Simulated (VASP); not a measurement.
# The defect B_Mg in a supercell of MgB2C2 (Pnnm), part 2 of 9

Wanted: what the defect B_Mg costs in MgB2C2 (Pnnm) and how the lattice relaxes round it. The start is a computed cell from the Materials Project.

VASP 6.6.1, plane waves and PAW; the level of theory is named at each step.

So far. Step 2 (Relaxing the host crystal): The run ended after 3 ionic steps, 0.001 eV below its first step, once forces and stress met EDIFFG = -0.03. The relaxed cell has a, b, c = 4.619, 7.177, 2.767 Å (conventional setting).

### 3. Screening in the host

Level of this step: PBEsol; plane waves and PAW (Mg, B, C) (VASP).

Charged cells interact with their images through the host's screening, so the correction needs its dielectric constant.

INCAR

```
SYSTEM = MgB2C2
PREC = Accurate
ENCUT = 400
EDIFF = 1E-08
NELM = 120
ISMEAR = 0
SIGMA = 0.05
LREAL = .FALSE.
ALGO = Normal
GGA = PS
NBANDS = 26
LWAVE = .FALSE.
LCHARG = .FALSE.
KPAR = 4
LEPSILON = .TRUE.
IBRION = 8
NSW = 1
```

POSCAR

```
MgB2C2
1.0
    4.6186696203      0.0000000000      0.0000000000
    0.0000000000      7.1768882529      0.0000000000
    0.0000000000      0.0000000000      2.7667894675
Mg B C
2 4 4
Direct
    0.5000000000      0.5000000000      0.5000000000
    0.0000000000      0.0000000000      0.0000000000
    0.8831280197      0.7295830025      0.5000000000
    0.1168719803      0.2704169975      0.5000000000
    0.6168719803      0.2295830025      0.0000000000
    0.3831280197      0.7704169975      0.0000000000
    0.7851195929      0.2203773720      0.5000000000
    0.2148804071      0.7796226280      0.5000000000
    0.7148804071      0.7203773720      0.0000000000
    0.2851195929      0.2796226280      0.0000000000
```

KPOINTS

```
Automatic mesh
0
Gamma
5 3 8
0 0 0
```

The projector-augmented-wave data sets are Mg, B and C (PBE family, release 64).

Command:

```bash
mpirun -np 4 vasp_std
```

What it wrote:

```text
[banner, memory and clock lines left out]
running    4 mpi-ranks, on    1 nodes
 distrk:  each k-point on    1 cores,    4 groups
 distr:  one band on    1 cores,    1 groups

 POSCAR found type information on POSCAR MgB C
 POSCAR found :  3 types and      10 ions
 [... a notice as in an earlier step ...]

 LDA part: xc-table for (Slater+PW92), standard interpolation
 POSCAR, INCAR and KPOINTS ok, starting setup
 FFT: planning ... GRIDC
 FFT: planning ... GRID_SOFT
 FFT: planning ... GRID
 WAVECAR not read
 entering main loop
       N       E                     dE             d eps       ncg     rms          rms(c)
DAV:   1     0.630070587908E+02    0.63007E+02   -0.12496E+04  1600   0.883E+02
DAV:   2    -0.728762082800E+02   -0.13588E+03   -0.12541E+03  2038   0.188E+02
DAV:   3    -0.797796196969E+02   -0.69034E+01   -0.68499E+01  2046   0.419E+01
DAV:   4    -0.798825647122E+02   -0.10295E+00   -0.10282E+00  2008   0.546E+00
DAV:   5    -0.798846865926E+02   -0.21219E-02   -0.21212E-02  2026   0.780E-01    0.134E+01
DAV:   6    -0.728023329861E+02    0.70824E+01   -0.12068E+01  1838   0.154E+01    0.623E+00
DAV:   7    -0.717356482731E+02    0.10667E+01   -0.24765E+00  2064   0.743E+00    0.305E+00
DAV:   8    -0.716303226841E+02    0.10533E+00   -0.33315E-01  2052   0.281E+00    0.574E-01
DAV:   9    -0.716282590644E+02    0.20636E-02   -0.25135E-02  1982   0.805E-01    0.205E-01
DAV:  10    -0.716282340096E+02    0.25055E-04   -0.17571E-03  2006   0.224E-01    0.578E-02
DAV:  11    -0.716282970004E+02   -0.62991E-04   -0.20891E-04  2032   0.781E-02    0.346E-02
DAV:  12    -0.716282901973E+02    0.68030E-05   -0.54468E-05  2014   0.345E-02    0.685E-03
DAV:  13    -0.716282915901E+02   -0.13927E-05   -0.34875E-06  1984   0.102E-02    0.157E-03
DAV:  14    -0.716282915567E+02    0.33356E-07   -0.36003E-07  2056   0.294E-03    0.997E-04
DAV:  15    -0.716282915702E+02   -0.13483E-07   -0.46490E-08  2012   0.115E-03    0.394E-04
DAV:  16    -0.716282915516E+02    0.18625E-07   -0.79825E-09  1236   0.461E-04    0.712E-05
DAV:  17    -0.716282915528E+02   -0.11910E-08   -0.14786E-09  1084   0.199E-04
   1 F= -.71628292E+02 E0= -.71628292E+02  d E =-.297234E-14
 Linear response reoptimize wavefunctions to high precision
DAV:   1    -0.716282915535E+02   -0.72373E-09   -0.22930E-10  1182   0.811E-05
DAV:   2    -0.716282915535E+02   -0.47748E-11   -0.48042E-11  1052   0.356E-05
 Linear response G [H, r] |phi>, progress :
  Direction:   1
       N       E                     dE             d eps       ncg     rms
RMM:   1    -0.140725063499E+03   -0.14073E+03   -0.11251E+02  3898   0.633E+01
RMM:   2    -0.118867367616E+03    0.21858E+02   -0.86471E+00  2590   0.153E+01
RMM:   3    -0.118941536436E+03   -0.74169E-01   -0.11672E-01  2733   0.169E+00
RMM:   4    -0.118944225167E+03   -0.26887E-02   -0.22790E-03  2811   0.271E-01
RMM:   5    -0.118944406156E+03   -0.18099E-03   -0.77018E-04  2812   0.532E-02
RMM:   6    -0.118944423701E+03   -0.17545E-04   -0.79334E-04  2869   0.185E-02
RMM:   7    -0.118944429077E+03   -0.53761E-05   -0.83875E-04  2878   0.123E-02
RMM:   8    -0.118944430392E+03   -0.13156E-05   -0.86424E-04  2838   0.111E-02
RMM:   9    -0.118944433779E+03   -0.33866E-05   -0.90830E-04  2656   0.109E-02
RMM:  10    -0.118944432520E+03    0.12593E-05   -0.93368E-04  2569   0.108E-02
RMM:  11    -0.118944430996E+03    0.15239E-05   -0.83249E-04  2570   0.108E-02
 Linear response G [H, r] |phi>, progress :
  Direction:   2
       N       E                     dE             d eps       ncg     rms
RMM:   1    -0.118131962577E+03   -0.11813E+03    0.17704E+02  3319   0.752E+01
RMM:   2    -0.117545078031E+03    0.58688E+00   -0.58579E+00  2564   0.130E+01
RMM:   3    -0.117618757107E+03   -0.73679E-01   -0.92754E-02  2749   0.155E+00
RMM:   4    -0.117620477373E+03   -0.17203E-02   -0.39928E-03  2892   0.280E-01
RMM:   5    -0.117620542381E+03   -0.65008E-04   -0.41285E-04  2865   0.565E-02
RMM:   6    -0.117620546887E+03   -0.45059E-05   -0.28991E-04  2976   0.181E-02
RMM:   7    -0.117620546901E+03   -0.14338E-07   -0.27789E-04  2937   0.995E-03
RMM:   8    -0.117620547866E+03   -0.96480E-06   -0.28679E-04  2852   0.842E-03
RMM:   9    -0.117620548297E+03   -0.43089E-06   -0.28700E-04  2776   0.806E-03
RMM:  10    -0.117620548689E+03   -0.39218E-06   -0.29027E-04  2673   0.794E-03
RMM:  11    -0.117620548638E+03    0.51350E-07   -0.28233E-04  2564   0.790E-03
 Linear response G [H, r] |phi>, progress :
  Direction:   3
       N       E                     dE             d eps       ncg     rms
RMM:   1    -0.159330645814E+03   -0.15933E+03   -0.26360E+02  3718   0.632E+01
RMM:   2    -0.118830956699E+03    0.40500E+02   -0.10660E+01  2565   0.159E+01
RMM:   3    -0.118908176572E+03   -0.77220E-01   -0.59713E-02  2739   0.169E+00
RMM:   4    -0.118914418533E+03   -0.62420E-02    0.23577E-02  2784   0.263E-01
RMM:   5    -0.118916162804E+03   -0.17443E-02    0.93940E-03  2807   0.531E-02
RMM:   6    -0.118916773951E+03   -0.61115E-03    0.34088E-03  2850   0.200E-02
RMM:   7    -0.118916981417E+03   -0.20747E-03    0.13433E-03  2885   0.142E-02
RMM:   8    -0.118917048066E+03   -0.66649E-04    0.70822E-04  2817   0.131E-02
RMM:   9    -0.118917067889E+03   -0.19823E-04    0.58111E-04  2662   0.128E-02
RMM:  10    -0.118917075655E+03   -0.77662E-05    0.59931E-04  2553   0.127E-02
RMM:  11    -0.118917076026E+03   -0.37104E-06    0.55298E-04  2516   0.127E-02
 Linear response to external field (no local field effect), progress :
  Direction:   1
       N       E                     dE             d eps       ncg     rms          rms(c)
RMM:   1    -0.228853424623E+01   -0.22885E+01   -0.13212E+01  3229   0.425E+00
RMM:   2    -0.251272349173E+01   -0.22419E+00   -0.44508E-02  2640   0.710E-01
RMM:   3    -0.251395349665E+01   -0.12300E-02   -0.11701E-03  2712   0.874E-02
RMM:   4    -0.251399039476E+01   -0.36898E-04   -0.44440E-05  2779   0.150E-02
RMM:   5    -0.251399162648E+01   -0.12317E-05   -0.88343E-06  2771   0.312E-03
RMM:   6    -0.251399167782E+01   -0.51341E-07   -0.72629E-06  2436   0.123E-03
RMM:   7    -0.251399167798E+01   -0.16158E-09   -0.71580E-06  2063   0.886E-04
RMM:   8    -0.251399171264E+01   -0.34657E-07   -0.74633E-06  1913   0.832E-04
RMM:   9    -0.251399174448E+01   -0.31837E-07   -0.72586E-06  1898   0.823E-04
RMM:  10    -0.251399173060E+01    0.13879E-07   -0.76963E-06  1791   0.820E-04
 change of polarisation eV/A/(eV/A) component  1 :     5.028     0.329    -0.591
 dielectric tensor                  component  1 :    10.920     0.648    -1.166
 Linear response to external field (no local field effect), progress :
  Direction:   2
[...]
RMM:  13    -0.487525322407E-01    0.14897E-08   -0.51007E-07  3836   0.145E-04    0.255E-07
RMM:  14    -0.487525318998E-01    0.34095E-09   -0.53731E-07  3579   0.145E-04    0.116E-07
RMM:  15    -0.487525318399E-01    0.59833E-10   -0.50302E-07  3533   0.144E-04    0.407E-08
 first order change of Fermi-energy  -0.80000E+01
 force on displaced ion       3 direction 1 : -34.739  -6.197   0.000
 Born effective charge ion    3 direction 1 :   2.250   0.281   0.000
 Linear response progress:
  Degree of freedom:   5/  9
       N       E                     dE             d eps       ncg     rms          rms(c)
RMM:   1    -0.440988733387E-01   -0.44099E-01    0.11761E-02  4927   0.890E-01
RMM:   2    -0.421269051892E-01    0.19720E-02   -0.15219E-03  3437   0.204E-01    0.133E-01
RMM:   3    -0.419738147519E-01    0.15309E-03   -0.37744E-04  3623   0.759E-02    0.725E-02
RMM:   4    -0.420672906756E-01   -0.93476E-04   -0.14064E-04  3644   0.467E-02    0.200E-02
RMM:   5    -0.420587172349E-01    0.85734E-05   -0.59414E-06  3696   0.111E-02    0.379E-03
RMM:   6    -0.420350725325E-01    0.23645E-04   -0.87589E-07  3723   0.303E-03    0.771E-04
RMM:   7    -0.420286500394E-01    0.64225E-05    0.96719E-08  3792   0.819E-04    0.216E-04
RMM:   8    -0.420280132880E-01    0.63675E-06   -0.96189E-08  3835   0.316E-04    0.739E-05
RMM:   9    -0.420278584942E-01    0.15479E-06   -0.63744E-08  3921   0.189E-04    0.272E-05
RMM:  10    -0.420278985145E-01   -0.40020E-07   -0.80339E-08  3932   0.153E-04    0.500E-06
RMM:  11    -0.420278992475E-01   -0.73306E-09   -0.71408E-08  4071   0.132E-04    0.217E-06
 first order change of Fermi-energy  -0.24955E-01
 force on displaced ion       3 direction 2 :  -6.201 -16.857   0.000
 Born effective charge ion    3 direction 2 :  -0.088   0.282   0.000
 Linear response progress:
  Degree of freedom:   6/  9
       N       E                     dE             d eps       ncg     rms          rms(c)
RMM:   1    -0.493676353661E-01   -0.49368E-01    0.24830E-02  8176   0.111E+00
RMM:   2    -0.446490565397E-01    0.47186E-02   -0.31332E-03  5268   0.292E-01    0.182E-01
RMM:   3    -0.443653887112E-01    0.28367E-03   -0.60017E-04  5384   0.112E-01    0.960E-02
RMM:   4    -0.447158728182E-01   -0.35048E-03   -0.46011E-04  5215   0.979E-02    0.135E-02
RMM:   5    -0.447152000587E-01    0.67276E-06   -0.68032E-06  5605   0.151E-02    0.175E-03
RMM:   6    -0.447189229285E-01   -0.37229E-05    0.35478E-07  5678   0.193E-03    0.672E-04
RMM:   7    -0.447148684117E-01    0.40545E-05   -0.66895E-07  5742   0.928E-04    0.143E-04
RMM:   8    -0.447158696283E-01   -0.10012E-05   -0.42901E-07  5769   0.386E-04    0.480E-05
RMM:   9    -0.447156353334E-01    0.23429E-06   -0.69099E-07  5919   0.230E-04    0.769E-06
RMM:  10    -0.447156723988E-01   -0.37065E-07   -0.67153E-07  6096   0.179E-04    0.271E-06
RMM:  11    -0.447156613339E-01    0.11065E-07   -0.72300E-07  6107   0.172E-04    0.571E-07
RMM:  12    -0.447156617297E-01   -0.39576E-09   -0.68602E-07  5811   0.170E-04    0.292E-07
RMM:  13    -0.447156601106E-01    0.16190E-08   -0.68852E-07  5490   0.169E-04    0.704E-08
 first order change of Fermi-energy   0.64332E-01
 force on displaced ion       3 direction 3 :   0.003   0.000 -26.648
 Born effective charge ion    3 direction 3 :   0.003   0.001   2.078
 Linear response progress:
  Degree of freedom:   7/  9
       N       E                     dE             d eps       ncg     rms          rms(c)
RMM:   1    -0.137812386750E+00   -0.13781E+00    0.14426E-01  4705   0.183E+00
RMM:   2    -0.133286700166E+00    0.45257E-02   -0.57452E-03  3392   0.395E-01    0.223E-01
RMM:   3    -0.132541473064E+00    0.74523E-03   -0.36762E-03  3443   0.229E-01    0.990E-02
RMM:   4    -0.133036798992E+00   -0.49533E-03   -0.43454E-04  3575   0.872E-02    0.374E-02
RMM:   5    -0.133295465292E+00   -0.25867E-03   -0.38549E-05  3653   0.303E-02    0.727E-03
RMM:   6    -0.133306489073E+00   -0.11024E-04   -0.15317E-06  3737   0.495E-03    0.202E-03
RMM:   7    -0.133294251811E+00    0.12237E-04   -0.15995E-06  3662   0.209E-03    0.314E-04
RMM:   8    -0.133295430115E+00   -0.11783E-05   -0.71808E-07  3836   0.549E-04    0.126E-04
RMM:   9    -0.133295249969E+00    0.18015E-06   -0.46298E-07  3869   0.309E-04    0.271E-05
RMM:  10    -0.133295158520E+00    0.91449E-07   -0.63728E-07  3971   0.246E-04    0.985E-06
RMM:  11    -0.133295192521E+00   -0.34001E-07   -0.59474E-07  3997   0.224E-04    0.331E-06
RMM:  12    -0.133295187100E+00    0.54213E-08   -0.56413E-07  4070   0.218E-04    0.718E-07
RMM:  13    -0.133295192217E+00   -0.51171E-08   -0.49632E-07  3915   0.216E-04    0.382E-07
RMM:  14    -0.133295190683E+00    0.15333E-08   -0.47186E-07  3815   0.215E-04    0.122E-07
RMM:  15    -0.133295191845E+00   -0.11616E-08   -0.49807E-07  3713   0.215E-04    0.540E-08
 first order change of Fermi-energy   0.21327E+00
 force on displaced ion       7 direction 1 : -36.221   0.030   0.000
 Born effective charge ion    7 direction 1 :  -3.071   0.127   0.000
 Linear response progress:
  Degree of freedom:   8/  9
       N       E                     dE             d eps       ncg     rms          rms(c)
RMM:   1    -0.129927154334E+00   -0.12993E+00    0.44176E-02  4189   0.148E+00
RMM:   2    -0.128905862431E+00    0.10213E-02   -0.23995E-03  3301   0.242E-01    0.196E-01
RMM:   3    -0.128300863267E+00    0.60500E-03   -0.18084E-03  3185   0.170E-01    0.860E-02
RMM:   4    -0.128756840543E+00   -0.45598E-03   -0.64978E-04  3629   0.983E-02    0.239E-02
RMM:   5    -0.128776534648E+00   -0.19694E-04   -0.20467E-05  3685   0.183E-02    0.758E-03
RMM:   6    -0.128770232177E+00    0.63025E-05   -0.20818E-06  3784   0.438E-03    0.237E-03
RMM:   7    -0.128752568832E+00    0.17663E-04   -0.33264E-08  3694   0.180E-03    0.467E-04
RMM:   8    -0.128751093418E+00    0.14754E-05   -0.10226E-07  3851   0.554E-04    0.116E-04
RMM:   9    -0.128750609019E+00    0.48440E-06   -0.11424E-07  3856   0.297E-04    0.386E-05
RMM:  10    -0.128750907286E+00   -0.29827E-06   -0.69630E-08  3982   0.213E-04    0.169E-05
RMM:  11    -0.128750993303E+00   -0.86017E-07   -0.18705E-08  3974   0.189E-04    0.290E-06
RMM:  12    -0.128750996748E+00   -0.34447E-08   -0.84593E-08  4147   0.176E-04    0.102E-06
 first order change of Fermi-energy   0.51124E-01
 force on displaced ion       7 direction 2 :   0.053 -11.675   0.000
 Born effective charge ion    7 direction 2 :   0.488  -1.595   0.000
 Linear response progress:
  Degree of freedom:   9/  9
       N       E                     dE             d eps       ncg     rms          rms(c)
RMM:   1    -0.129601843194E+00   -0.12960E+00    0.76517E-02  6977   0.172E+00
RMM:   2    -0.123781383091E+00    0.58205E-02   -0.46406E-03  5229   0.363E-01    0.210E-01
RMM:   3    -0.123800846496E+00   -0.19463E-04   -0.10895E-03  5152   0.153E-01    0.107E-01
RMM:   4    -0.124802741547E+00   -0.10019E-02   -0.96472E-04  5125   0.131E-01    0.187E-02
RMM:   5    -0.124769606242E+00    0.33135E-04   -0.12372E-05  5623   0.210E-02    0.219E-03
RMM:   6    -0.124790997237E+00   -0.21391E-04   -0.87159E-07  5690   0.381E-03    0.875E-04
RMM:   7    -0.124785561064E+00    0.54362E-05    0.33291E-07  5748   0.114E-03    0.233E-04
RMM:   8    -0.124788045241E+00   -0.24842E-05    0.10896E-07  5742   0.540E-04    0.712E-05
RMM:   9    -0.124787388063E+00    0.65718E-06    0.36235E-07  5917   0.345E-04    0.781E-06
RMM:  10    -0.124787459561E+00   -0.71499E-07    0.24496E-07  6105   0.267E-04    0.447E-06
RMM:  11    -0.124787452930E+00    0.66312E-08    0.20146E-07  6127   0.259E-04    0.653E-07
RMM:  12    -0.124787445710E+00    0.72197E-08    0.21095E-07  5963   0.257E-04    0.274E-07
RMM:  13    -0.124787445820E+00   -0.10951E-09    0.34845E-07  5714   0.256E-04    0.108E-07
RMM:  14    -0.124787445898E+00   -0.78333E-10    0.33532E-07  5671   0.256E-04    0.402E-08
 first order change of Fermi-energy   0.20308E+00
 force on displaced ion       7 direction 3 :  -0.009  -0.000 -29.988
 Born effective charge ion    7 direction 3 :   0.003   0.001  -2.950
 Born effective charges drift removed
 Linear response finished
```

It took 2.9 min on 4 MPI ranks of Intel Xeon 6975P-C (Granite Rapids), shared host; peak memory 1.8 GiB.

(Continued in part 3 of 9.)

[Lines on the potential files, build, host, timing and source positions are cut from VASP's logs without a mark.]

[Logs are printed without paths, hosts, clocks, repeated set-up lines and the standing remarks that a program may print on its own settings, such as how far it seeks lower states.]

[Hosts, paths, dates, database ids (printed as entryN), source tags and the programs' standing remarks are cut or masked in the printed files.]

[In band tables of VASP the shares of atoms and orbitals are scaled to a sum of 1 inside the atoms' spheres.]

[Runs that stopped without an error message from VASP are left out.]
